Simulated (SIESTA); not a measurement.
Ga under changes of volume

One of the cells (18.191 Å³/atom); the others are scaled copies at fixed shape and fractional positions:

```
Ga
1.0
     2.77842    0.00000    0.00000
     0.00000    3.28161    0.00000
    -1.34343    0.00000    3.99027
Ga
2
Cartesian
  -0.6607 2.4612 3.0732
  2.0957 0.8204 0.9171
```

This isn't the form of Ga at room conditions, which is orthorhombic.

```yaml
Program: SIESTA 5.4.2
Functional: PBEsol
Potentials_or_basis: PseudoDojo 0.4 standard (PBEsol files)
Basis: DZP (energy shift 0.003 Ry; two zetas on semicore shells)
Grid_cutoff: 800 Ry
Energy_shift: 0.003 Ry
k_mesh: 10 × 8 × 7
Occupations: fermi-dirac, width 0.05 eV
Spin: no spin polarisation
```

```tsv
volume (Å³/atom)	energy over the lowest point (meV/atom)	pressure (GPa)	largest force (eV/Å)
17.100	5.78	2.8	0.142
17.463	1.19	1.2	0.146
17.827	0.00	-0.2	0.146
18.191	?	?	?
18.555	5.87	-2.2	0.124
18.919	11.83	-3.1	0.127
19.283	19.86	-3.9	0.119
```

Task: What does the run at 18.191 Å³/atom give?

Result: Energy over the lowest point 1.81 meV/atom; pressure -1.3 GPa; largest force 0.129 eV/Å.

Worked out: A Birch-Murnaghan fit of order 3 (a polynomial in V^(-2/3)) to the other rows has its minimum at 17.79 Å³/atom with B0 = V·E''(V) = 63 GPa and B' = 7.0 at fixed shape and positions, which overstates the stiffness. It gives 1.68 meV/atom at 18.191 Å³/atom, against the run's 1.81, and -dE/dV = -1.3 GPa, against -1.3.

Energies are extrapolated to zero smearing.

Caveats: the basis of atomic orbitals isn't converged, which shifts pressures, moduli and gaps.
